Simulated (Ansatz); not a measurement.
**Structure types of W at zero pressure**

Structure types of W are relaxed in primitive cells with their symmetry kept at 0 GPa, first on PAW files, then by LAPW. The enthalpy is E + pV at zero temperature, without zero-point motion. Only the types listed were tried, and differences under about 5 meV/atom are mesh noise.

Level of theory: DFT with PBE, scalar-relativistic, in Ansatz 0.2.0; Fermi–Dirac smearing of 0.05 eV, no spin polarisation. LAPW: all electrons, basis error target 0.5 meV/atom; PAW: frozen-core files, cutoff 420 eV.

k meshes: fcc 18×18×18, bcc 18×18×18, hcp 17×17×9.

Spin–orbit coupling is left out, which matters for the heavy atoms.

Order the types by LAPW enthalpy, lowest first.
A. fcc
B. hcp
C. bcc

C (0 meV/atom), A (478 meV/atom), B (497 meV/atom).

```csv
start type,ends as,"a, b, c (Å)",V (Å³/atom),"H − H(lowest), LAPW (meV/atom)","same, PAW"
fcc,"fcc, Fm-3m","4.038, 4.038, 4.038",16.45,478.1,478.2
bcc,"bcc, Im-3m","3.184, 3.184, 3.184",16.14,0.0,0.0
hcp,"hcp, P6_3/mmc","2.777, 2.777, 4.948",16.52,496.7,496.8
```
